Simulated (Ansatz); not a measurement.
# Ti (Im-3m), an elastic constant from a strain scan

Theory: DFT r2SCAN, scalar-relativistic, plane waves, PAW in Ansatz 0.2.0. The runs took a 500 eV cutoff, a Γ-centred 26×26×26 mesh and Gaussian smearing (0.15 eV). No spin polarisation. Energies are free energies at this smearing, counted from the undisturbed cell; pressure is positive in compression.

The starting cell (relaxed at this level; with this scan's settings it stands at 0.1 GPa; this bcc form isn't the usual structure):

```
Ti
1.0
    -1.62589    1.62589    1.62589
     1.62589   -1.62589    1.62589
     1.62589    1.62589   -1.62589
Ti
1
Direct
  0.00000 0.00000 0.00000
```

The cell is strained by ε times the Voigt pattern (0, 1, 0, 0, 0, 0) (xx, yy, zz, yz, xz, xy; engineering shear) with fractional coordinates fixed. The cell holds 1 atom in V0 = 17.19 Å³. The stress column is τ = (1/V0) dE/dε, got from the stress tensor σ (compression positive) at each point as −det(1 + εP) σ : P(1 + εP)⁻¹, with P the pattern as a tensor.

| ε | ΔE (meV/atom) | τ (GPa) |
| --- | --- | --- |
| -0.1000 | 58.714 | -12.773 |
| -0.0750 | 30.697 | -8.294 |
| -0.0500 | 13.143 | -4.977 |
| -0.0250 | 3.336 | -2.403 |
| 0.0000 | 0.000 | -0.126 |
| 0.0250 | 2.418 | 1.881 |
| 0.0500 | 9.833 | 3.604 |
| 0.0750 | 21.559 | 5.114 |
| 0.0875 | 28.894 | 5.822 |
| 0.1000 | ? | ? |

**Question.** Which combination of elastic constants does this scan measure, and how large is it?

**Answer.** For small ε, τ = τ0 + Kε with K = pᵀCp, which for this pattern is C11 in the cubic axes. The parabola through τ at ε = -0.0250, 0 and 0.0250 has slope K = 86 GPa at zero. The energies per cell, E = NΔE, of the same two points give K = 2[E(ε₊)/ε₊ − E(ε₋)/ε₋]/[(ε₊ − ε₋)V0] = 86 GPa, in agreement.

**Question.** Predict the withheld row at ε = 0.1000 from the harmonic law, and compare.

**Answer.** ΔE = V0(τ0 ε + Kε²/2)/N = 44.623 meV/atom and τ = 8.44 GPa. The calculation gives 37.168 meV/atom and 6.52 GPa: the energy lies 17 % below the harmonic value, as bonds soften when stretched.

In a metal these slopes depend on the k mesh and the smearing.

Cost: 10 runs of about 4.8 core-minutes in all, on Arm Neoverse V1 (shared hosts).